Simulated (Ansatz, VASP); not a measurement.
## EuS in VASP and in Ansatz

Contents of POSCAR:

```
EuS
1.0
    0.0000000000      2.9785000000      2.9785000000
    2.9785000000      0.0000000000      2.9785000000
    2.9785000000      2.9785000000      0.0000000000
Eu S
1 1
Direct
    0.0000000000      0.0000000000      0.0000000000
    0.5000000000      0.5000000000      0.5000000000
```

The input INCAR.step1:

```
PREC = Accurate
ENCUT = 600
EDIFF = 1E-5
ISMEAR = -1
SIGMA = 0.05
LREAL = F
LASPH = T
NELM = 120
ALGO = Normal
LWAVE = T
LCHARG = F
ISPIN = 2
MAGMOM = 7 0
LORBIT = 11
LMAXMIX = 6
GGA = PE
```

File INCAR.step2:

```
PREC = Accurate
ENCUT = 600
EDIFF = 1E-6
ISMEAR = -1
SIGMA = 0.05
LREAL = F
LASPH = T
NELM = 120
ALGO = Normal
ISIF = 3
LWAVE = F
LCHARG = F
ISPIN = 2
MAGMOM = 7 0
LORBIT = 11
LMAXMIX = 6
GGA = PE
LHFCALC = T
HFSCREEN = 0.3
PRECFOCK = Fast
IBRION = 2
NSW = 40
EDIFFG = -0.005
ISTART = 1
```

The input KPOINTS:

```
regular mesh
0
Gamma
  4 4 4
```

The input input.yaml:

```yaml
crystal:
  lattice:
    - [0.0, 2.9785, 2.9785]
    - [2.9785, 0.0, 2.9785]
    - [2.9785, 2.9785, 0.0]
  atoms:
    - { symbol: Eu, position: [0.0, 0.0, 0.0], spin: 7.0 }
    - { symbol: S, position: [0.5, 0.5, 0.5] }
hamiltonian:
  xc: { exchange: pbe, correlation: pbe, exx: { coeff: 0.25, omega: 0.3 } }
  pseudopotentials: { kind: paw }
magnetization:
  spin_polarized: true
kpoints:
  mp_grid: { grid: [4, 4, 4] }
scf:
  occupations: { method: fermi_dirac, width: 0.05 }
output:
  forces: true
  stress: true
  write_density: true
  write_potential: true
  elf: true
  volumetric_format: npy
relax:
  f_tol: 0.01
  max_steps: 40
  cell: { stress_tol: 0.05 }
```

Alike in both runs: task relaxation of cell and atoms; functional HSE03; k mesh 4 × 4 × 4; occupations fermi-dirac, width 0.05 eV; collinear spin, ferromagnetic start.

```csv
,VASP,Ansatz
version,VASP 6.6.1,Ansatz 0.2.0
potentials or method,"VASP PAW PBE potentials, release 64 (Eu, S)",Ansatz PAW
plane-wave cutoff (eV),600,420
valence electrons in the cell,23,23
```

|  | VASP | Ansatz | Ansatz less VASP |
| --- | --- | --- | --- |
| gap on the k mesh at the Fermi level, each at its own relaxed structure (eV) | 0.32 | 0.55 | +0.227 |
| net moment per atom (μB) | 3.50 | 3.50 | 0.000 |
| size of the moment on the site where the two differ most (μB) | 6.71 | 6.89 | +0.181 |
| relaxed volume (Å³/atom) | 26.55 | 26.70 | +0.149 |
| relaxed cell length with the largest relative difference (Å) | 4.219 | 4.227 | +0.0079 |

Site moments also hang on the region over which each program counts them.

Caveats: the k mesh is coarse (spacing up to 0.46 Å⁻¹), so the values aren't converged, least of all with exact exchange; spin-orbit coupling is left out, which moves the levels of the heavy elements; a cell with one magnetic atom can't hold antiferromagnetic order, which such compounds often take; the PAW data sets were made with another functional, which shifts forces and pressure a little (VASP); the magnetic or orbital state may not be the lowest (Ansatz); the plane-wave basis is chosen anew once the cell has moved, so the energies of steps on either side of that aren't comparable (Ansatz); the PAW data sets come from PBE, with cores solved anew for the run's functional, which leaves a small shift of forces and pressure (Ansatz). A k mesh can miss the band edges. The state reached can hang on the start; a lower one may exist.
